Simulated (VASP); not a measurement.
# Ag in VASP: further runs

The runs below take Ag through single point, relaxation of the atoms, with PBE.

All numbers are computed with VASP 6.6.1; they aren't measurements. Logs are shortened: lines on timing, memory, paths and dates and some standing lists are left out, and cuts for length are marked.

**1. The structure**

The cell holds a slab with vacuum, 7 atoms: a = 2.931 Å, b = 2.931 Å, c = 27.437 Å, α = 90.00°, β = 90.00°, γ = 90.00°.

The slab is cut from a database's or a generator's crystal, which needn't be the stable form of the element.

**2. Single point, PBE**

The input, INCAR:

```
SYSTEM = Ag
PREC = Accurate ; ENCUT = 520
EDIFF = 1E-6 ; ISMEAR = 1
SIGMA = 0.1 ; LREAL = .False.
LASPH = .True. ; NELM = 80
ALGO = Fast ; ISIF = 2
LWAVE = .False. ; LCHARG = .False.
LDIPOL = .True. ; IDIPOL = 3
DIPOL = 0.5 0.5 0.500 ; GGA = PE
LVHAR = .True. ; LVACPOTAV = .True.
ICORELEVEL = 1 ; KPAR = 4
```

The input, KPOINTS:

```
regular mesh
0
Gamma
  13 13 1
  0 0 0
```

The input, POSCAR:

```
Ag
1.0
    2.9314808700      0.0000000000      0.0000000000
    0.0000000000      2.9314808700      0.0000000000
    0.0000000000      0.0000000000     27.4372200000
Ag
7
Direct
    0.5000000000      0.5000000000      0.2733513100
    0.0000000000      0.0000000000      0.3489008700
    0.5000000000      0.5000000000      0.4244504400
    0.0000000000      0.0000000000      0.5000000000
    0.5000000000      0.5000000000      0.5755495600
    0.0000000000      0.0000000000      0.6510991300
    0.5000000000      0.5000000000      0.7266486900
```

Potentials or basis: VASP PAW PBE potentials, release 64 (Ag).

Started as:

```sh
cat potpaw_PBE.64/Ag/POTCAR > POTCAR
mpirun -np 4 vasp_std > vasp.out
```

OUTCAR:

```text
SYSTEM = Ag
   PREC = Accurate
   ENCUT = 520
   EDIFF = 1E-6
   ISMEAR = 1
   LREAL = .False.
   LASPH = .True.
   NELM = 80
   ISIF = 2
   GGA = PE

 ion  position               nearest neighbor table
   1  0.500  0.500  0.273-   2 2.93   2 2.93   2 2.93   2 2.93
   2  0.000  0.000  0.349-   1 2.93   1 2.93   1 2.93   1 2.93   3 2.93   3 2.93   3 2.93   3 2.93

   3  0.500  0.500  0.424-   4 2.93   4 2.93   4 2.93   4 2.93   2 2.93   2 2.93   2 2.93   2 2.93

   4  0.000  0.000  0.500-   3 2.93   5 2.93   3 2.93   5 2.93   3 2.93   5 2.93   3 2.93   5 2.93

   5  0.500  0.500  0.576-   4 2.93   4 2.93   4 2.93   4 2.93   6 2.93   6 2.93   6 2.93   6 2.93

   6  0.000  0.000  0.651-   7 2.93   7 2.93   7 2.93   7 2.93   5 2.93   5 2.93   5 2.93   5 2.93

   7  0.500  0.500  0.727-   6 2.93   6 2.93   6 2.93   6 2.93

  LATTYP: Found a simple tetragonal cell.
 ALAT       =     2.9314808700
 C/A-ratio  =     9.3595084589

  Lattice vectors:

 A1 = (   2.9314808700,   0.0000000000,   0.0000000000)
 A2 = (   0.0000000000,   2.9314808700,   0.0000000000)
 A3 = (   0.0000000000,   0.0000000000,  27.4372200000)

Analysis of symmetry for initial positions (statically):
=====================================================================
 Subroutine PRICEL returns:
 Original cell was already a primitive cell.

 Routine SETGRP: Setting up the symmetry group for a
 simple tetragonal supercell.

 Subroutine GETGRP returns: Found 16 space group operations
 (whereof 16 operations were pure point group operations)
 out of a pool of 16 trial point group operations.

The static configuration has the point symmetry D_4h.

Analysis of symmetry for dynamics (positions and initial velocities):
=====================================================================
 Subroutine PRICEL returns:
 Original cell was already a primitive cell.

 Routine SETGRP: Setting up the symmetry group for a
 simple tetragonal supercell.

 Subroutine GETGRP returns: Found 16 space group operations
 (whereof 16 operations were pure point group operations)
 out of a pool of 16 trial point group operations.

The dynamic configuration has the point symmetry D_4h.
[... 127 lines left out ...]
   IMIX   =      4    mixing-type and parameters
     AMIX     =   0.40;   BMIX     =  1.00
     AMIX_MAG =   1.60;   BMIX_MAG =  1.00
  volume/ion in A,a.u.               =      33.68       227.31
  Fermi-wavevector in a.u.,A,eV,Ry     =   1.127371  2.130423 17.292544  1.270966
  Thomas-Fermi vector in A             =   2.264057
   LORBIT       =      0    0 simple, 1 ext, 2 COOP (PROOUT), +10 PAW based schemes
   GGA     = PE    functional components
   LHFCALC =     F    Hartree Fock is set to
   AEXX    =    0.0000 exact exchange contribution
   IVDW    =     0    specifies the selected vdW correction
   LEPSILON=     F    determine dielectric tensor
   LRPA    =     F    only Hartree local field effects (RPA)
 non-spin polarized calculation
 RMM-DIIS sequential band-by-band and
 Methfessel and Paxton  Order N= 1 SIGMA  =   0.10
  energy-cutoff  :      520.00
  volume of cell :      235.78
 maximum number of plane-waves:      6447
 NGX is ok and might be reduce to    24
   NGX = 11   NGY = 11   NGZ =103

 dipolmoment           0.000000      0.000000      0.000000 electrons x Angstroem

 number of electron      77.0000015 magnetization

 dipolmoment           0.000000      0.000000     -0.000000 electrons x Angstroem

 Free energy of the ion-electron system (eV)
  ---------------------------------------------------
  ext. energy  EPLUGINS =         0.00000000
  ---------------------------------------------------
  free energy    TOTEN  =       -18.15337658 eV

  energy without entropy =      -18.15127450  energy(sigma->0) =      -18.15267589

 the core state eigenenergies are
   1-  1s -25319.7135  2s  -3723.3551  2p  -3338.8616  3s   -678.2595  3p   -552.0260
       3d   -353.1075  4s    -89.5010  4p    -52.9671
   2-  1s -25320.0694  2s  -3723.7328  2p  -3339.2379  3s   -678.6206  3p   -552.3871
       3d   -353.4718  4s    -89.8227  4p    -53.2776
   3-  1s -25320.1071  2s  -3723.7727  2p  -3339.2779  3s   -678.6552  3p   -552.4218
       3d   -353.5072  4s    -89.8467  4p    -53.2995
   4-  1s -25320.1267  2s  -3723.7921  2p  -3339.2973  3s   -678.6753  3p   -552.4419
       3d   -353.5271  4s    -89.8682  4p    -53.3213
   5-  1s -25320.1071  2s  -3723.7727  2p  -3339.2779  3s   -678.6552  3p   -552.4218
       3d   -353.5072  4s    -89.8467  4p    -53.2995
   6-  1s -25320.0694  2s  -3723.7328  2p  -3339.2379  3s   -678.6206  3p   -552.3871
       3d   -353.4718  4s    -89.8227  4p    -53.2776
   7-  1s -25319.7135  2s  -3723.3551  2p  -3338.8616  3s   -678.2595  3p   -552.0260
       3d   -353.1075  4s    -89.5010  4p    -52.9671

 E-fermi :   2.1722     XC(G=0):  -6.9549

 val. band max:        2.1625555487   @ k =   0.4615   0.3077   0.0000
 cond. band min:       2.1988259051   @ k =   0.4615   0.1538   0.0000
 fundamental gap:      0.0362703564
 Fermi energy:         2.1721926712

 k-point     1 :       0.0000    0.0000    0.0000
  band No.  band energies     occupation
      1      -5.1665      2.00000
      2      -4.6336      2.00000
      3      -3.9980      2.00000
      4      -3.9348      2.00000
      5      -3.8837      2.00000
      6      -3.7801      2.00000
[... 1165 lines left out ...]
     45       7.8834      0.00000
     46       8.1846      0.00000

 [... further k-points ...]
[... 5 lines left out ...]
  --------------------------------------------------------------------------------------
  -------------------------------------------------------------------------------------
  Total       -1.5454932     -1.5454932     -0.0888809      0.0000000      0.0000000      0.0000000
  in kB      -10.5017926    -10.5017926     -0.6039550      0.0000000      0.0000000      0.0000000
  external PRESSURE =      -7.2025134 kB  Pullay stress =       0.0000000 kB

 VOLUME and BASIS-vectors are now :
 -----------------------------------------------------------------------------
  energy-cutoff  :      520.00
  volume of cell :      235.78
      direct lattice vectors                 reciprocal lattice vectors
     2.931480870  0.000000000  0.000000000     0.341124518  0.000000000  0.000000000
     0.000000000  2.931480870  0.000000000     0.000000000  0.341124518  0.000000000
     0.000000000  0.000000000 27.437220000     0.000000000  0.000000000  0.036446841

 POSITION                                       TOTAL-FORCE (eV/Angst)
 -----------------------------------------------------------------------------------
      1.46574      1.46574      7.50000         0.000000     -0.000000      0.085924
      0.00000      0.00000      9.57287         0.000000     -0.000000     -0.115748
      1.46574      1.46574     11.64574         0.000000      0.000000     -0.018457
      0.00000      0.00000     13.71861         0.000000     -0.000000     -0.000000
      1.46574      1.46574     15.79148        -0.000000      0.000000      0.018457
      0.00000      0.00000     17.86435         0.000000     -0.000000      0.115748
      1.46574      1.46574     19.93722        -0.000000     -0.000000     -0.085924
 -----------------------------------------------------------------------------------
    total drift:                                0.000000     -0.000000     -0.000000

  FREE ENERGIE OF THE ION-ELECTRON SYSTEM (eV)
  ---------------------------------------------------
  free  energy   TOTEN  =       -18.1533765844 eV

  energy  without entropy=      -18.1512744998  energy(sigma->0) =      -18.15267589

 vacuum level on the upper side and lower side of the slab         6.465         6.465
```

OSZICAR:

```text
N       E                     dE             d eps       ncg     rms          rms(c)
DAV:   1     0.499764887047E+03    0.49976E+03   -0.37322E+04  2576   0.150E+03
DAV:   2    -0.416602465532E+01   -0.50393E+03   -0.48098E+03  2786   0.329E+02
DAV:   3    -0.194581995796E+02   -0.15292E+02   -0.14932E+02  2840   0.574E+01
[... 13 lines left out ...]
RMM:  17    -0.181533498805E+02   -0.11481E-04   -0.14132E-06  1779   0.326E-03    0.104E-03
RMM:  18    -0.181533608292E+02   -0.10949E-04   -0.45359E-07  1680   0.230E-03    0.102E-03
RMM:  19    -0.181533682147E+02   -0.73855E-05   -0.16655E-07   823   0.123E-03    0.493E-04
RMM:  20    -0.181533744383E+02   -0.62236E-05   -0.19367E-07  1413   0.159E-03    0.411E-04
RMM:  21    -0.181533761792E+02   -0.17408E-05   -0.44094E-08   550   0.857E-04    0.129E-04
RMM:  22    -0.181533765844E+02   -0.40519E-06   -0.20603E-08   582   0.106E-03
   1 F= -.18153377E+02 E0= -.18152676E+02  d E =-.210208E-02
```

stdout:

```text
POSCAR found type information on POSCAR Ag
 POSCAR found :  1 types and       7 ions
 scaLAPACK will be used
 LDA part: xc-table for (Slater+PW92), standard interpolation
 POSCAR, INCAR and KPOINTS ok, starting setup
 FFT: planning ... GRIDC
 FFT: planning ... GRID_SOFT
 FFT: planning ... GRID
 WAVECAR not read
 entering main loop
 -----------------------------------------------------------------------------
|                                                                             |
|           W    W    AA    RRRRR   N    N  II  N    N   GGGG   !!!           |
|           W    W   A  A   R    R  NN   N  II  NN   N  G    G  !!!           |
|           W    W  A    A  R    R  N N  N  II  N N  N  G       !!!           |
|           W WW W  AAAAAA  RRRRR   N  N N  II  N  N N  G  GGG   !            |
|           WW  WW  A    A  R   R   N   NN  II  N   NN  G    G                |
|           W    W  A    A  R    R  N    N  II  N    N   GGGG   !!!           |
|                                                                             |
|     Did not find any points to average over, which means that no vacuum     |
|     field-free region was found. Please increase the size of  your cell     |
|     in the dimension of the dipole correction to obtain accurate            |
|     workfunction values.                                                    |
|                                                                             |
 -----------------------------------------------------------------------------
```

It took 2.3 min on 4 MPI ranks of Intel Xeon Platinum 8488C (Sapphire Rapids), shared host; peak memory 0.47 GiB.

What came out:

| Quantity | Value |
| --- | --- |
| Free energy | -18.1534 eV |
| Largest force | 0.116 eV/Å |
| Band gap on the k mesh | none (metal or under the smearing width) |
| Work function of the upper face | 4.29 eV |
| Work function of the lower face | 4.29 eV |

Forces in eV/Å, atoms in the order of the input:
```
Ag   0.000  0.000  0.086
Ag   0.000  0.000 -0.116
Ag   0.000  0.000 -0.018
Ag   0.000  0.000  0.000
Ag   0.000  0.000  0.018
Ag   0.000  0.000  0.116
Ag   0.000  0.000 -0.086
```

Core levels (eV, on the scale of the bands):
```csv
atom,levels
1 Ag,"1s -25319.7, 2s -3723.4, 2p -3338.9, 3s -678.3, 3p -552.0, 3d -353.1, 4s -89.5, 4p -53.0"
2 Ag,"1s -25320.1, 2s -3723.7, 2p -3339.2, 3s -678.6, 3p -552.4, 3d -353.5, 4s -89.8, 4p -53.3"
3 Ag,"1s -25320.1, 2s -3723.8, 2p -3339.3, 3s -678.7, 3p -552.4, 3d -353.5, 4s -89.8, 4p -53.3"
4 Ag,"1s -25320.1, 2s -3723.8, 2p -3339.3, 3s -678.7, 3p -552.4, 3d -353.5, 4s -89.9, 4p -53.3"
5 Ag,"1s -25320.1, 2s -3723.8, 2p -3339.3, 3s -678.7, 3p -552.4, 3d -353.5, 4s -89.8, 4p -53.3"
6 Ag,"1s -25320.1, 2s -3723.7, 2p -3339.2, 3s -678.6, 3p -552.4, 3d -353.5, 4s -89.8, 4p -53.3"
```

**3. Relaxation of the atoms, PBE**

The input, INCAR:

```
SYSTEM = Ag
PREC = Accurate
ENCUT = 520
EDIFF = 1E-6
ISMEAR = 1
SIGMA = 0.1
LREAL = .FALSE.
LASPH = .TRUE.
NELM = 80
ALGO = Normal
ISIF = 2
LWAVE = .FALSE.
LCHARG = .FALSE.
LDIPOL = .TRUE.
IDIPOL = 3
DIPOL = 0.5 0.5 0.500
GGA = PE
IBRION = 2
NSW = 80
EDIFFG = -0.02
KPAR = 4
```

The input, KPOINTS:

```
regular mesh
0
G
  13 13 1
  0 0 0
```

POSCAR is that of step 2.

Potentials or basis: VASP PAW PBE potentials, release 64 (Ag).

Started as:

```sh
cat potpaw_PBE.64/Ag/POTCAR > POTCAR
mpirun -np 4 vasp_std > vasp.out
```

Wall time 5.4 min (4 MPI ranks of Intel Xeon Platinum 8488C (Sapphire Rapids), shared host); peak memory 0.48 GiB.

The run converged. Its results:

| Item | Value |
| --- | --- |
| Free energy | -18.1574 eV |
| Energy gained by relaxing | 0.6 meV/atom |
| Ionic steps | 6 |
| Largest force after relaxing | 0.013 eV/Å |
| Band gap on the k mesh | none (metal or under the smearing width) |

Forces on the atoms (eV/Å):
```
Ag   0.000  0.000 -0.007
Ag   0.000  0.000 -0.002
Ag   0.000  0.000 -0.013
Ag   0.000  0.000  0.000
Ag   0.000  0.000  0.013
Ag   0.000  0.000  0.002
Ag   0.000  0.000  0.007
```

Step by step:
```csv
step,energy change (eV),largest force (eV/Å),pressure (GPa)
1,0.0000,0.1158,-0.72
2,-0.0018,0.0814,-0.70
3,-0.0036,0.0448,-0.63
4,-0.0036,0.0471,-0.62
5,-0.0039,0.0291,-0.62
6,-0.0040,0.0126,-0.62
```

Final structure:
```
CELL_PARAMETERS angstrom
2.93148 0.00000 0.00000
0.00000 2.93148 0.00000
0.00000 0.00000 27.43722
ATOMIC_POSITIONS crystal
Ag 0.50000 0.50000 0.27392
Ag 0.00000 0.00000 0.34816
Ag 0.50000 0.50000 0.42408
Ag 0.00000 0.00000 0.50000
Ag 0.50000 0.50000 0.57592
Ag 0.00000 0.00000 0.65184
Ag 0.50000 0.50000 0.72608
```

Levels at points of the mesh, in eV from the Fermi level:
| k point | band 35 | band 36 | band 37 | band 38 | band 39 | band 40 | band 41 | band 42 | band 43 | band 44 |
| --- | --- | --- | --- | --- | --- | --- | --- | --- | --- | --- |
| (0.00, 0.00, 0.00) | -3.03 | -3.01 | -3.00 | -2.88 | -2.88 | -2.41 | -0.85 | 0.68 | 1.47 | 4.06 |

**4. Single point, PBE**

The input, INCAR:

```
SYSTEM = Ag
PREC = Accurate ; ENCUT = 520
EDIFF = 1E-6 ; ISMEAR = 1
SIGMA = 0.1 ; LREAL = .False.
LASPH = .True. ; NELM = 80
ALGO = Fast ; ISIF = 2
LWAVE = .False. ; LCHARG = .False.
LDIPOL = .True. ; IDIPOL = 3
DIPOL = 0.5 0.5 0.500 ; GGA = PE
LVHAR = .True. ; LVACPOTAV = .True.
ICORELEVEL = 1 ; KPAR = 4
```

The input, KPOINTS:

```
regular mesh
0
Gamma
  13 13 1
  0 0 0
```

The input, POSCAR:

```
Ag                                      
1.0
    2.9314808700      0.0000000000      0.0000000000
    0.0000000000      2.9314808700      0.0000000000
    0.0000000000      0.0000000000     27.4372200000
  Ag            
     7
Direct
     0.5000000000000000    0.5000000000000000    0.2739217418501315
     0.0000000000000000    0.0000000000000000    0.3481594366722633
     0.5000000000000000    0.5000000000000000    0.4240806589273562
     0.0000000000000000    0.0000000000000000    0.5000000000000000
     0.5000000000000000    0.5000000000000000    0.5759193410726436
     0.0000000000000000    0.0000000000000000    0.6518405633277367
     0.5000000000000000    0.5000000000000000    0.7260782581498685
```

Started as:

```sh
cat potpaw_PBE.64/Ag/POTCAR > POTCAR
mpirun -np 4 vasp_std > vasp.out
```

It took 2.7 min on 4 MPI ranks of Intel Xeon Platinum 8488C (Sapphire Rapids), shared host; peak memory 0.47 GiB.

Results (log left out):

* Free energy: -18.1574 eV
* Largest force: 0.013 eV/Å
* Band gap on the k mesh: none (metal or under the smearing width)
* Work function of the upper face: 4.28 eV
* Work function of the lower face: 4.28 eV

Forces on the atoms (eV/Å):
```
Ag   0.000  0.000 -0.007
Ag   0.000  0.000 -0.002
Ag   0.000  0.000 -0.013
Ag   0.000  0.000  0.000
Ag   0.000  0.000  0.013
Ag   0.000  0.000  0.002
Ag   0.000  0.000  0.007
```

Levels at points of the mesh, in eV from the Fermi level:
| k point | band 37 | band 38 | band 39 | band 40 | band 41 | band 42 |
| --- | --- | --- | --- | --- | --- | --- |
| (0.00, 0.00, 0.00) | -3.00 | -2.88 | -2.88 | -2.41 | -0.85 | 0.68 |

Core levels (eV, on the scale of the bands):
```csv
atom,levels
1 Ag,"1s -25319.7, 2s -3723.4, 2p -3338.9, 3s -678.3, 3p -552.0, 3d -353.1, 4s -89.5, 4p -53.0"
2 Ag,"1s -25320.1, 2s -3723.7, 2p -3339.2, 3s -678.6, 3p -552.4, 3d -353.5, 4s -89.8, 4p -53.3"
3 Ag,"1s -25320.1, 2s -3723.8, 2p -3339.3, 3s -678.6, 3p -552.4, 3d -353.5, 4s -89.8, 4p -53.3"
4 Ag,"1s -25320.1, 2s -3723.8, 2p -3339.3, 3s -678.7, 3p -552.4, 3d -353.5, 4s -89.8, 4p -53.3"
5 Ag,"1s -25320.1, 2s -3723.8, 2p -3339.3, 3s -678.6, 3p -552.4, 3d -353.5, 4s -89.8, 4p -53.3"
6 Ag,"1s -25320.1, 2s -3723.7, 2p -3339.2, 3s -678.6, 3p -552.4, 3d -353.5, 4s -89.8, 4p -53.3"
```
